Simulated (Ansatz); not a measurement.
# SnO2: the cost of one run

Program: Ansatz 0.2.0. Level of theory: DFT PBE, scalar-relativistic, plane waves, PAW. These are calculated values, not measurements.

3 further runs of the same task are left out: 3 set aside as unsound or not needed.

## 1. The starting structure

It takes space group P4_2/mnm (No. 136, tetragonal). Conventional cell: a = 4.827 Å, b = 4.827 Å, c = 3.238 Å, α = 90.00°, β = 90.00°, γ = 90.00°. Sn (site symmetry mmm) is surrounded by 6 O at 2.09 Å. O (site symmetry m2m) has 3 Sn at 2.09 Å in its first shell of neighbours.

As a file:

```
CELL_PARAMETERS angstrom
4.82742 0.00000 0.00000
0.00000 4.82742 0.00000
0.00000 0.00000 3.23807
ATOMIC_POSITIONS crystal
Sn 0.00000 0.00000 0.00000
Sn 0.50000 0.50000 0.50000
O 0.30654 0.30654 0.00000
O 0.19346 0.80654 0.50000
O 0.69346 0.69346 0.00000
O 0.80654 0.19346 0.50000
```

This cell was relaxed beforehand with the same method: volume 12.58 Å³/atom, gap on the mesh 0.68 eV.

## 2. The [001] wire, 12 host atoms a period

The wire is cut from the relaxed crystal, periodic along c with vacuum across. Atoms and period relax; energies count from the bulk, -2386.3282 eV an atom.

The cell holds 4 Sn, 8 O: a = 15.700 Å, b = 16.000 Å, c = 3.238 Å, α = 90.00°, β = 90.00°, γ = 90.00°.

## 3. The relaxation run

Pressure and volume refer to the whole cell with its vacuum; only the period along c may change.

The input, input.yaml:

```yaml
crystal:
  lattice:
    - [15.7, 0.0, 0.0]
    - [0.0, 16.0, 0.0]
    - [0.0, 0.0, 3.2380691024]
  atoms:
    - { symbol: Sn, position: [0.5, 0.5, 0.0] }
    - { symbol: Sn, position: [0.3462605208, 0.349143136, 0.5] }
    - { symbol: Sn, position: [0.3462605208, 0.650856864, 0.5] }
    - { symbol: Sn, position: [0.6537394792, 0.349143136, 0.5] }
    - { symbol: O, position: [0.2867769525, 0.2907748846, 0.0] }
    - { symbol: O, position: [0.2867769525, 0.5924886126, 0.0] }
    - { symbol: O, position: [0.5942559109, 0.2907748846, 0.0] }
    - { symbol: O, position: [0.5594835683, 0.4416317486, 0.5] }
    - { symbol: O, position: [0.4057440891, 0.4075113874, 0.0] }
    - { symbol: O, position: [0.4057440891, 0.7092251154, 0.0] }
    - { symbol: O, position: [0.7132230475, 0.4075113874, 0.0] }
    - { symbol: O, position: [0.4405164317, 0.5583682514, 0.5] }
basis:
  ecutwfc: 420
kpoints:
  mp_grid: { grid: [1, 1, 10] }
hamiltonian:
  xc: pbe
scf:
  occupations: { method: gaussian, width: 0.05 }
output:
  forces: true
  stress: true
  eigenvalues: true
  populations: true
  write_density: true
  write_potential: true
  elf: true
  volumetric_format: npy
relax:
  adjacent_minimum: "off"
  f_tol: 0.02
  max_steps: 45
  cell: { fix: [a, b, alpha, beta, gamma], stress_tol: 0.03 }
```

Launch:

```console
ansatz run input.yaml --threads 4 --pin off --max-ram 11264MiB --backend cpu --events-out ev --progress --plain --runs-dir out
```

Q: Estimate wall time and peak memory on 4 threads of Arm Neoverse V2, shared host.

About 5.3 min, with a peak of 1.4 GiB.
